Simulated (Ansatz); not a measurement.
# How far PBE and r2SCAN part for InN, tensor shear ε_xy = +1.30 %

Start from InN in the zinc blende structure (space group F-43m, No. 216; a = 5.0494 Å). Axes: x, y, z lie along the cube axes.

(Cell as relaxed with PBE.)

Levels (all Ansatz, a first-principles code, PAW, earlier PAW set): PBE (420 eV, scalar-relativistic without spin-orbit coupling); r2SCAN (500 eV, scalar-relativistic without spin-orbit coupling).

Each level relaxes its own structure.

```
base                      PBE    r2SCAN
-------------------  --------  --------
volume per atom      16.09 Å³  15.62 Å³
lattice parameter a   5.049 Å   5.000 Å
band gap                 zero      zero
```

It is then changed as follows: a pure shear with ε_xy = ε_yx = 0.0130, atoms relaxed at fixed cell.

| quantity | PBE | r2SCAN |
|---|---|---|
| shortest interatomic distance | 2.182 Å | ___ |
| largest internal atomic displacement | 0.012 Å | ___ |
| energy relative to the base (free energy F) | +2.6 meV/atom | ___ |
| pressure (mean of the normal stresses, compression positive) | 0.0 GPa | ___ |
| band gap | zero | ___ |

Problem. What does r2SCAN give?

Solution. 
- shortest interatomic distance, r2SCAN: 2.161 Å
- largest internal atomic displacement, r2SCAN: 0.012 Å
- energy relative to the base (free energy F), r2SCAN: +2.8 meV/atom
- pressure (mean of the normal stresses, compression positive), r2SCAN: 0.0 GPa
- band gap, r2SCAN: zero

PBE's shortest interatomic distance lies 0.021 Å above r2SCAN's (1.0 %); the two agree on the largest internal atomic displacement, pressure and band gap. Neither level is exact; r2SCAN is the comparison here, not a measurement.

The cells carry an imposed strain or load. No phonon test of stability was made. The final runs are not spin-polarised. Gaps under 0.05 eV, about the width of the smearing, are given as zero. This is not the structure that InN has at room temperature and ambient pressure. A zero or small gap of InN can be the functional's error rather than a property of the material.
